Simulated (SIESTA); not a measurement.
**BaTiO3 under changes of volume**

One of the cells (12.856 Å³/atom); the others are scaled copies at fixed shape and fractional positions:

```
Ba Ti O
1.0
     3.99980    0.00000    0.00000
     0.00000    3.99980    0.00000
     0.00000    0.00000    4.01800
Ba Ti O
1 1 3
Direct
  0.00000 0.00000 0.00000
  0.50000 0.50000 0.49000
  0.00000 0.50000 0.51700
  0.50000 0.00000 0.51700
  0.50000 0.50000 0.01900
```

```yaml
Program: SIESTA 5.4.2
Functional: vdW-DF-cx
Potentials_or_basis: PseudoDojo 0.4 standard (PBE files)
Basis: DZP (energy shift 0.002 Ry; d shell added on Ba)
Grid_cutoff: 800 Ry
Energy_shift: 0.002 Ry
k_mesh: 7 × 7 × 7
Occupations: fermi-dirac, width 0.05 eV
Spin: no spin polarisation
```

```tsv
volume (Å³/atom)	energy over the lowest point (meV/atom)	pressure (GPa)	gap on the mesh (eV)	largest force (eV/Å)
12.085	28.40	12.6	1.89	0.189
12.342	12.08	7.9	1.85	0.168
12.599	2.87	3.7	1.81	0.147
12.856	0.00	-0.1	1.77	0.241
13.113	2.87	-3.4	1.73	0.363
13.371	?	?	?	?
13.628	23.36	-9.1	1.65	0.581
```

Problem. What does the run at 13.371 Å³/atom give?

Solution. Energy over the lowest point 10.84 meV/atom; pressure -6.4 GPa; gap on the mesh 1.69 eV; largest force 0.478 eV/Å.

Worked out: A Birch-Murnaghan fit of order 3 (a polynomial in V^(-2/3)) to the other rows has its minimum at 12.85 Å³/atom with B0 = V·E''(V) = 178 GPa and B' = 4.5 at fixed shape and positions, which overstates the stiffness. It gives 10.84 meV/atom at 13.371 Å³/atom, against the run's 10.84, and -dE/dV = -6.4 GPa, against -6.4. A straight line through the other rows of the gap, of slope -2 eV per unit of ln V, gives 1.69 eV, against the run's 1.69.

Energies are extrapolated to zero smearing.

Caveats: this set's barium file shifts pressures by up to 1 GPa against other sets; semicore shells carry a single zeta, which can move pressures by several GPa and volumes by a few percent; the potentials were made for another functional, which shifts forces and pressure; spin-orbit coupling is left out, which moves the levels of the heavy elements; an odd mesh through Γ misses points on the zone boundary, where band edges often lie; the basis of atomic orbitals isn't converged, which shifts pressures, moduli and gaps.
